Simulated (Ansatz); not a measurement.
# Sb in Ansatz: the effect of functional

The system is Sb.

```xyz
1
Lattice="-1.9080 1.9080 1.9080 1.9080 -1.9080 1.9080 1.9080 1.9080 -1.9080" Properties=species:S:1:pos:R:3 pbc="T T T"
Sb    0.0000    0.0000    0.0000
```

This isn't the form of Sb at room conditions, which is rhombohedral.

The cell isn't the ideal one: volume scaled by 1.06.

Alike in all runs:

| Item | Value |
| --- | --- |
| Program | Ansatz 0.2.0 |
| Task | single point |
| Potentials or basis | Ansatz PAW |
| k mesh | 10 × 10 × 10 |
| Occupations | fermi-dirac, width 0.05 eV |
| Spin | no spin polarisation |

```csv
functional,cutoff,pressure (GPa)
LDA,420 eV (not typed: the program's choice for these potentials),?
PBEsol,420 eV (not typed: the program's choice for these potentials),-3.5
r2SCAN,500 eV (not typed: the program's choice for these potentials),-1.2
```

Q: What does the run with functional LDA give?

A: Pressure -4.6 GPa.

Caveats: the PAW data sets come from PBE, with cores solved anew for the run's functional, which leaves a small shift of forces and pressure.
